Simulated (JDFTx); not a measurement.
The system is Al.

```
Al
1.0
     0.00000    2.02481    2.02481
     2.02481    0.00000    2.02481
     2.02481    2.02481    0.00000
Al
1
Direct
  0.00000 0.00000 0.00000
```

```yaml
Program: JDFTx 1.7.0 (patched build)
Task: relaxation of cell and atoms
Functional: r2SCAN
Potentials_or_basis: SG15-PBE-1.2 with smoothed tails
Cutoff: 1088 eV
Density_cutoff: 4354 eV
k_mesh: 7 × 7 × 7
Occupations: fermi-dirac, width 0.05 eV
Spin: no spin polarisation
```

At the start: pressure -2.4 GPa; volume 16.60 Å³/atom.

Question: Where does the relaxation end?

Answer: Over 5 steps the energy falls by 3.4 meV/atom and the volume is 16.16 Å³/atom (-2.7 %); space group Fm-3m (No. 225, to 0.05 Å).

The path:
```
step  energy change (eV)  largest force (eV/Å)  pressure (GPa)  volume (Å³)
   1              0.0000                0.0000           -2.37        16.60
   2             -0.0008                0.0000           -2.09        16.54
   3             -0.0034                0.0000            0.04        16.15
   4             -0.0034                0.0000            0.00        16.16
   5             -0.0034                0.0000            0.00        16.16
```

Final structure:
```
Al
1.0
     0.00000    2.00650    2.00650
     2.00650    0.00000    2.00650
     2.00650    2.00650    0.00000
Al
1
Direct
  0.00000 0.00000 0.00000
```

Caveat: the k mesh is coarse (spacing up to 0.38 Å⁻¹), so the values aren't converged; meta-GGA forces are noisy on this grid; the potentials were made for another functional, which shifts forces and pressure.
